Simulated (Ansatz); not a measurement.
**Nudged elastic band run: Si8NO14, charge +1**

Input file:

```yaml
crystal:
  lattice:
    - [-4.1246, -4.1246, 0.0]
    - [4.1246, -4.1246, 0.0]
    - [0.0, 0.0, 5.2948]
  atoms:
    - { symbol: Si, position: [0.49932064, 0.50300712, -0.00100524] }
    - { symbol: Si, position: [-0.00060741, 0.47931855, 0.25071359] }
    - { symbol: O, position: [0.19051608, 0.48583685, -0.00688677] }
    - { symbol: O, position: [-0.00034221, 0.18306675, 0.25070317] }
    - { symbol: O, position: [0.80820633, 0.48578657, -0.00682596] }
    - { symbol: O, position: [-0.00054753, 0.78342959, 0.25070619] }
    - { symbol: Si, position: [0.49941041, 0.50301529, 0.50240305] }
    - { symbol: Si, position: [-0.00069206, 0.55136559, 0.75071809] }
    - { symbol: O, position: [0.19052158, 0.4858475, 0.50833947] }
    - { symbol: O, position: [0.80821202, 0.48579011, 0.50821425] }
    - { symbol: "N", position: [-0.00054925, 0.83728424, 0.75069029] }
    - { symbol: Si, position: [-0.00050823, -0.02243969, 0.01906377] }
    - { symbol: Si, position: [0.49944832, 0.01260206, 0.25067408] }
    - { symbol: O, position: [0.69835507, 0.01298818, 0.00157942] }
    - { symbol: O, position: [0.49940458, 0.70250275, 0.2506941] }
    - { symbol: O, position: [0.30063191, 0.0128657, 0.0015299] }
    - { symbol: O, position: [0.49921654, 0.31336764, 0.25070328] }
    - { symbol: Si, position: [-0.00053727, -0.02242008, 0.48231423] }
    - { symbol: Si, position: [0.49949757, 0.00640963, 0.75069288] }
    - { symbol: O, position: [0.69833559, 0.01298873, 0.49978925] }
    - { symbol: O, position: [0.4994671, 0.7014019, 0.75069237] }
    - { symbol: O, position: [0.30061167, 0.01289123, 0.49983411] }
    - { symbol: O, position: [0.49940194, 0.30792549, 0.75069877] }
total_charge: 1
basis:
  ecutwfc: 420.0
kpoints:
  mp_grid: { grid: [3, 3, 3] }
hamiltonian:
  xc: pbe
  dispersion: d3bj
  pseudopotentials: { kind: paw, azcp: { folder: soft_1 } }
scf:
  occupations: { method: gaussian, width: 0.02 }
  lower_state_search: "off"
neb:
  images: 5
  f_tol: 0.05
  initial_path: idpp
  max_iterations: 80
  spring: 1.0
  final_atoms:
    - { symbol: Si, position: [0.5, 0.49818547, -0.00170195] }
    - { symbol: Si, position: [0.0, 0.52194064, 0.25] }
    - { symbol: O, position: [0.19115699, 0.51552775, -0.00757082] }
    - { symbol: O, position: [0.0, 0.21790582, 0.25] }
    - { symbol: O, position: [0.80884301, 0.51552775, -0.00757082] }
    - { symbol: O, position: [0.0, 0.81829, 0.25] }
    - { symbol: Si, position: [0.5, 0.49818547, 0.50170195] }
    - { symbol: Si, position: [0.0, 0.44996363, 0.75] }
    - { symbol: O, position: [0.19115699, 0.51552775, 0.50757082] }
    - { symbol: O, position: [0.80884301, 0.51552775, 0.50757082] }
    - { symbol: "N", position: [0.0, 1.16403059, 0.75] }
    - { symbol: Si, position: [0.0, 0.02373261, 0.01836533] }
    - { symbol: Si, position: [0.5, -0.01138426, 0.25] }
    - { symbol: O, position: [0.69886553, -0.01173201, 0.00086068] }
    - { symbol: O, position: [0.5, 0.68783267, 0.25] }
    - { symbol: O, position: [0.30113447, -0.01173201, 0.00086068] }
    - { symbol: O, position: [0.5, 0.2987319, 0.25] }
    - { symbol: Si, position: [0.0, 0.02373261, 0.48163467] }
    - { symbol: Si, position: [0.5, -0.00512446, 0.75] }
    - { symbol: O, position: [0.69886553, -0.01173201, 0.49913932] }
    - { symbol: O, position: [0.5, 0.69327326, 0.75] }
    - { symbol: O, position: [0.30113447, -0.01173201, 0.49913932] }
    - { symbol: O, position: [0.5, 0.29982107, 0.75] }
  order_check: true
```

Launched with:

```bash
$ ansatz run input.yaml --threads 2 --pin off --max-ram 5120MiB --backend cpu --events-out ev --progress --plain --runs-dir out
```

Output, in part (warnings, iteration lines):

```
NEB end point (image 0): max|allowed force component| = 9.925e-3 eV/Å (the criterion of neb.relax_end_points is 1.000e-2)
NEB end point (image 6): max|allowed force component| = 1.635e-2 eV/Å (the criterion of neb.relax_end_points is 1.000e-2)
NEB iter   1: max|band force component| = 7.137e0 eV/Å  barrier→ = 5.3658 eV  barrier← = 5.3658 eV  Δτ_max = 0.0715 Å  (67 SCF iters)
NEB iter   2: max|band force component| = 2.587e0 eV/Å  barrier→ = 4.8110 eV  barrier← = 4.8110 eV  Δτ_max = 0.1020 Å  (34 SCF iters)
NEB iter   3: max|band force component| = 1.087e0 eV/Å  barrier→ = 4.5815 eV  barrier← = 4.5815 eV  Δτ_max = 0.0148 Å  (38 SCF iters)
NEB iter   4: max|band force component| = 9.603e-1 eV/Å  barrier→ = 4.5671 eV  barrier← = 4.5671 eV  Δτ_max = 0.0108 Å  (30 SCF iters)
NEB iter   5: max|band force component| = 2.326e-1 eV/Å  barrier→ = 4.5624 eV  barrier← = 4.5624 eV  CI = image 3  Δτ_max = 0.0165 Å  (30 SCF iters)
NEB iter   6: max|band force component| = 1.282e-1 eV/Å  barrier→ = 4.5598 eV  barrier← = 4.5597 eV  CI = image 3  Δτ_max = 0.0105 Å  (30 SCF iters)
NEB iter   7: max|band force component| = 1.353e-1 eV/Å  barrier→ = 4.5579 eV  barrier← = 4.5579 eV  CI = image 3  Δτ_max = 0.0052 Å  (30 SCF iters)
NEB iter   8: max|band force component| = 8.041e-2 eV/Å  barrier→ = 4.5565 eV  barrier← = 4.5564 eV  CI = image 3  Δτ_max = 0.0105 Å  (27 SCF iters)
NEB iter   9: max|band force component| = 7.822e-2 eV/Å  barrier→ = 4.5547 eV  barrier← = 4.5547 eV  CI = image 3  Δτ_max = 0.0089 Å  (30 SCF iters)
NEB iter  10: max|band force component| = 7.369e-2 eV/Å  barrier→ = 4.5533 eV  barrier← = 4.5533 eV  CI = image 3  Δτ_max = 0.0078 Å  (30 SCF iters)
NEB iter  11: max|band force component| = 6.093e-2 eV/Å  barrier→ = 4.5522 eV  barrier← = 4.5522 eV  CI = image 3  Δτ_max = 0.0043 Å  (30 SCF iters)
NEB iter  12: max|band force component| = 4.059e-2 eV/Å  barrier→ = 4.5515 eV  barrier← = 4.5515 eV  CI = image 3  Δτ_max = 0.0031 Å  (26 SCF iters)
NEB iter  13: max|band force component| = 3.104e-2 eV/Å  barrier→ = 4.5512 eV  barrier← = 4.5512 eV  CI = image 3  Δτ_max = 0.0000 Å  (259 SCF iters)
```

It converged. The band force fell under the threshold earlier too, but the program's further tests of the path sent the band on. Neighbouring images differ by up to 2.5 eV, so the band resolves the path poorly. By the program's own check the climbing image is a first-order saddle point (lowest curvatures found: -16.33 and 0.84 eV/Å²). Limits of this set-up: charged cell in a uniform background, uncorrected.

Final band:

| image | path coordinate (Å) | energy (eV) |
| --- | --- | --- |
| 0 | 0.00 | 0.00 |
| 1 | 0.39 | 0.87 |
| 2 | 0.77 | 3.41 |
| 3 | 1.16 | 4.55 |
| 4 | 1.55 | 3.40 |
| 5 | 1.94 | 0.86 |
| 6 | 2.33 | 0.00 |

Time of the run: 5.7 min on 2 threads of AMD EPYC 9B45 (Zen 5), with other jobs on the host, peak memory 1.2 GiB.
